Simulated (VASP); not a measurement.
# Al2O3 (P-6m2) in VASP: a series of runs, part 3 of 3

VASP 6.6.1. The steps go on from the part before.

## (6) Dielectric tensor, PBE

Contents of INCAR:

```
  ALGO = Normal
  EDIFF = 1E-8
  ENCUT = 650
  GGA = PE
  ISIF = 2
  ISMEAR = 0
  LASPH = T
  LCHARG = F
  LEPSILON = T
  LREAL = F
  LWAVE = F
  NELM = 100
  PREC = Accurate
  SIGMA = 0.01
```

Contents of KPOINTS:

```
k-points
0
Gamma
  8 8 3
```

Contents of POSCAR:

```
Al2O3
1.0
    2.8843249483      0.0000000000      0.0000000000
   -1.4421624742      2.4978986780      0.0000000000
    0.0000000000      0.0000000000      9.3367544600
Al O
2 3
Direct
    0.0000000000      0.0000000000      0.8500076700
    0.0000000000      0.0000000000      0.1499923300
    0.3333333333      0.6666666667      0.7776830800
    0.6666666667      0.3333333333      0.0000000000
    0.3333333333      0.6666666667      0.2223169200
```

Potentials or basis: VASP PAW PBE potentials, release 64 (Al, O).

Started as:

```bash
> cat potpaw_PBE.64/Al/POTCAR potpaw_PBE.64/O/POTCAR > POTCAR
> mpirun -np 1 vasp_std > vasp.out
```

OUTCAR:

```text
EDIFF = 1E-8
   ENCUT = 650
   GGA = PE
   ISIF = 2
   ISMEAR = 0
   LASPH = T
   LEPSILON = T
   LREAL = F
   NELM = 100
   PREC = Accurate

 Found     20 irreducible k-points:

 Following reciprocal coordinates:
            Coordinates               Weight
  0.000000  0.000000  0.000000      1.000000
  0.125000 -0.000000  0.000000      6.000000
  0.250000 -0.000000  0.000000      6.000000
  0.375000  0.000000  0.000000      6.000000
  0.500000 -0.000000  0.000000      3.000000
  0.125000  0.125000  0.000000      6.000000
   k-points           NKPTS =     20   k-points in BZ     NKDIM =     20   number of bands    NBANDS=     16
   number of dos      NEDOS =    301   number of ions     NIONS =      5
   total plane-waves  NPLWV =  46080
   dimension x,y,z NGX =    24 NGY =   24 NGZ =   80
   dimension x,y,z NGXF=    48 NGYF=   48 NGZF=  160
   ions per type =               2   3
   NGX,Y,Z   is equivalent  to a cutoff of  13.83, 13.83, 14.24 a.u.
   NGXF,Y,Z  is equivalent  to a cutoff of  27.67, 27.67, 28.49 a.u.
 SYSTEM =  unknown system
   PREC   = accura    normal or accurate (medium, high low for compatibility)
   ISTART =      0    job   : 0-new  1-cont  2-samecut
   ICHARG =      2    charge: 1-file 2-atom 10-const
   ISPIN  =      1    spin polarized calculation?
   LNONCOLLINEAR =      F non collinear calculations
[... 237 lines left out ...]
 -----------------------------------------------------------------------------
    -0.00003  0.00000 -0.00000           ( -0.00000  0.00000  0.00000)
     0.00000 -0.00003  0.00000           (  0.00000 -0.00000  0.00000)
    -0.00000  0.00000  0.00005           (  0.00000  0.00000 -0.00000)

 PIEZOELECTRIC TENSOR FIELD DIRECTION 3  (C/m^2)
 -----------------------------------------------------------------------------
    -0.00001  0.00000 -0.00000
     0.00000 -0.00001  0.00000
    -0.00000  0.00000  0.00001

 MACROSCOPIC STATIC DIELECTRIC TENSOR (including local field effects in DFT)
 ------------------------------------------------------
           2.693039    -0.000000     0.000000
          -0.000000     2.693039    -0.000000
           0.000000     0.000000     1.942964
 ------------------------------------------------------

 PIEZOELECTRIC TENSOR (including local field effects)  for field in x, y, z        (e  Angst)
          XX          YY          ZZ          XY          YZ          ZX
  --------------------------------------------------------------------------------
  x     0.00000    -0.00000    -0.00000    -0.07903     0.00000     0.00000
  y    -0.07903     0.07903    -0.00000    -0.00000     0.00000     0.00000
  z     0.00000     0.00000     0.00000     0.00000     0.00000     0.00000

 PIEZOELECTRIC TENSOR (including local field effects)  for field in x, y, z        (C/m^2)
          XX          YY          ZZ          XY          YZ          ZX
  --------------------------------------------------------------------------------
  x     0.00000    -0.00000    -0.00000    -0.01882     0.00000     0.00000
  y    -0.01882     0.01882    -0.00000    -0.00000     0.00000     0.00000
  z     0.00000     0.00000     0.00000     0.00000     0.00000     0.00000

 BORN EFFECTIVE CHARGES (including local field effects) (in |e|, cummulative output)
 ---------------------------------------------------------------------------------
 ion    1
    1     3.02659    -0.00000     0.00000
    2    -0.00000     3.02659     0.00000
    3    -0.00000     0.00000     1.52311
 ion    2
    1     3.02659    -0.00000    -0.00000
    2    -0.00000     3.02659    -0.00000
    3     0.00000    -0.00000     1.52311
 ion    3
    1    -1.90485     0.00000     0.00000
    2     0.00000    -1.90485    -0.00000
    3     0.00000     0.00000    -0.91829
 ion    4
    1    -2.24348     0.00000     0.00000
    2     0.00000    -2.24348     0.00000
    3     0.00000     0.00000    -1.20965
 ion    5
    1    -1.90485     0.00000     0.00000
    2     0.00000    -1.90485     0.00000
    3    -0.00000     0.00000    -0.91829
```

stdout:

```text
POSCAR found type information on POSCAR AlO
 POSCAR found :  2 types and       5 ions
 scaLAPACK will be used
 LDA part: xc-table for (Slater+PW92), standard interpolation
 POSCAR, INCAR and KPOINTS ok, starting setup
 FFT: planning ... GRIDC
 FFT: planning ... GRID_SOFT
 FFT: planning ... GRID
 WAVECAR not read
 entering main loop
 Linear response reoptimize wavefunctions to high precision
 Linear response G [H, r] |phi>, progress :
  Direction:   1
 Linear response G [H, r] |phi>, progress :
  Direction:   2
 Linear response G [H, r] |phi>, progress :
  Direction:   3
 Linear response to external field (no local field effect), progress :
  Direction:   1
 dielectric tensor                  component  1 :     2.542    -0.463    -0.003
 Linear response to external field (no local field effect), progress :
  Direction:   2
 dielectric tensor                  component  2 :    -0.463     2.968    -0.003
 Linear response to external field (no local field effect), progress :
  Direction:   3
 dielectric tensor                  component  3 :    -0.003    -0.003     2.588
 Linear response to external field, progress :
  Direction:   1
 dielectric tensor                  component  1 :     2.693     0.000     0.001
 Linear response to external field, progress :
  Direction:   2
 dielectric tensor                  component  2 :    -0.208     2.693    -0.003
 Linear response to external field, progress :
  Direction:   3
 dielectric tensor                  component  3 :    -0.002    -0.004     1.943
 Born effective charges drift removed
```

Run time: 10 min. Hardware: 1 thread of AMD EPYC 7R43 (Zen 3), shared host; peak memory 0.33 GiB.

The run converged, but some of its settings lie outside the range that counts as converged, so its numbers aren't taken as properties of the crystal.

Results:

| Quantity | Value |
| --- | --- |
| Band gap on the k mesh | 4.78 eV, indirect (least direct gap 5.01 eV) |
| Electronic dielectric tensor (diagonal) | 2.69, 2.69, 1.94 |
| Born charges (mean of the diagonal) | Al +2.53; O -1.58, -1.90 e |

Caveat: an odd mesh through Γ misses points on the zone boundary, where band edges often lie.

## (7) For comparison

An earlier run on the cell as given: functional PBE; potentials or basis VASP PAW PBE potentials, release 64 (Al, O); cutoff 520 eV; k mesh 11 × 11 × 3; occupations fermi-dirac, width 0.05 eV; no spin polarisation.

* Pressure: 0.1 GPa
* Largest force: 0.012 eV/Å
* Band gap on the k mesh: 4.77 eV, indirect (least direct gap 5.01 eV)
